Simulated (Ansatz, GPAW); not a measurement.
# Pb: 3 runs at one level of theory

```
Pb
1.0
     0.00000    2.47502    2.47502
     2.47502    0.00000    2.47502
     2.47502    2.47502    0.00000
Pb
1
Direct
  0.00000 0.00000 0.00000
```

Alike in all runs: task single point; functional PBE; k mesh 9 × 9 × 9; occupations gaussian, width 0.022 eV; no spin polarisation; no spin-orbit coupling. Pressure is positive in compression and, in plane waves, holds the error of the finite cutoff, which Ansatz's Pulay term estimates and takes out.

| program and potentials | plane-wave cutoff (eV) | notes | pressure (GPa) |
| --- | --- | --- | --- |
| Ansatz, Ansatz PAW | 420 | Pulay term of +0.02 GPa included | 2.25 |
| GPAW, GPAW PAW data sets (gpaw-data 1.2.1) | 600 | - | 2.00 |
| Ansatz, all-electron LAPW, scalar-relativistic | - | - | ? |

Question: Estimate from the other rows what the run with Ansatz, all-electron LAPW, scalar-relativistic gave.

Answer: Pressure 2.26 GPa. The other rows, which needn't bracket it: pressure 2.00 to 2.25.
